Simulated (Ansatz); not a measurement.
# ZnS: the cost of one run

Computed with Ansatz 0.2.0 (DFT PBEsol, scalar-relativistic, plane waves, PAW, unless a step's input says otherwise).

## (1) The structure to begin with

The structure is hexagonal, space group P6_3mc (No. 186). Conventional cell: a = 3.811 Å, b = 3.811 Å, c = 6.234 Å, α = 90.00°, β = 90.00°, γ = 120.00°. Zn (site symmetry 3m) is surrounded by 4 S at 2.31 to 2.40 Å. S (site symmetry 3m) is surrounded by 4 Zn at 2.31 to 2.40 Å.

Structure file:

```cif
data_structure
_symmetry_space_group_name_H-M 'P 1'
_symmetry_Int_Tables_number 1
_cell_length_a 7.3066
_cell_length_b 7.3066
_cell_length_c 7.6220
_cell_angle_alpha 105.117
_cell_angle_beta 105.117
_cell_angle_gamma 117.123
_cell_volume 313.64
loop_
_atom_site_label
_atom_site_type_symbol
_atom_site_fract_x
_atom_site_fract_y
_atom_site_fract_z
_atom_site_occupancy
Zn1 Zn 0.16667 0.16667 0.83333 1
Zn2 Zn 0.16667 0.16667 0.33333 1
Zn3 Zn 0.66667 0.66667 0.83333 1
Zn4 Zn 0.66667 0.66667 0.33333 1
Zn5 Zn 0.58333 0.08333 0.16667 1
Zn6 Zn 0.58333 0.08333 0.66667 1
Zn7 Zn 0.08333 0.58333 0.16667 1
Zn8 Zn 0.08333 0.58333 0.66667 1
S1 S 0.35917 0.97417 0.83333 1
S2 S 0.35917 0.97417 0.33333 1
S3 S 0.85917 0.47417 0.83333 1
S4 S 0.85917 0.47417 0.33333 1
S5 S 0.77583 0.89083 0.16667 1
S6 S 0.77583 0.89083 0.66667 1
S7 S 0.27583 0.39083 0.16667 1
S8 S 0.27583 0.39083 0.66667 1
```

No relaxation comes first: the listed cell is the starting point.

## (2) The perfect supercell on the trajectory's mesh

input.yaml reads:

```yaml
crystal:
  lattice:
    - [-1.9054993908, -3.3004217586, 6.234]
    - [-1.9054993908, -3.3004217586, -6.234]
    - [7.6219975631, 0.0, 0.0]
  atoms:
    - { symbol: Zn, position: [0.1666666667, 0.1666666667, 0.8333333333] }
    - { symbol: Zn, position: [0.1666666667, 0.1666666667, 0.3333333333] }
    - { symbol: Zn, position: [0.6666666667, 0.6666666667, 0.8333333333] }
    - { symbol: Zn, position: [0.6666666667, 0.6666666667, 0.3333333333] }
    - { symbol: Zn, position: [0.5833333333, 0.0833333333, 0.1666666667] }
    - { symbol: Zn, position: [0.5833333333, 0.0833333333, 0.6666666667] }
    - { symbol: Zn, position: [0.0833333333, 0.5833333333, 0.1666666667] }
    - { symbol: Zn, position: [0.0833333333, 0.5833333333, 0.6666666667] }
    - { symbol: S, position: [0.3591666667, 0.9741666667, 0.8333333333] }
    - { symbol: S, position: [0.3591666667, 0.9741666667, 0.3333333333] }
    - { symbol: S, position: [0.8591666667, 0.4741666667, 0.8333333333] }
    - { symbol: S, position: [0.8591666667, 0.4741666667, 0.3333333333] }
    - { symbol: S, position: [0.7758333333, 0.8908333333, 0.1666666667] }
    - { symbol: S, position: [0.7758333333, 0.8908333333, 0.6666666667] }
    - { symbol: S, position: [0.2758333333, 0.3908333333, 0.1666666667] }
    - { symbol: S, position: [0.2758333333, 0.3908333333, 0.6666666667] }
  symmetry: { detect: false }
basis:
  ecutwfc: 420
kpoints:
  mp_grid: { grid: [2, 2, 2], shift: [0.5, 0.5, 0.5] }
hamiltonian:
  xc: pbesol
scf:
  occupations: { method: gaussian, width: 0.1 }
output:
  forces: true
  stress: true
  eigenvalues: true
```

Run with:

```bash
ansatz run input.yaml --threads 4 --pin off --max-ram 5120MiB --backend cpu --events-out ev --progress --plain --runs-dir out
```

**Question.** How long does this run take on 4 threads of Arm Neoverse V2, shared host, and how much memory does it need?

About 3.1 s, with a peak of 0.78 GiB.
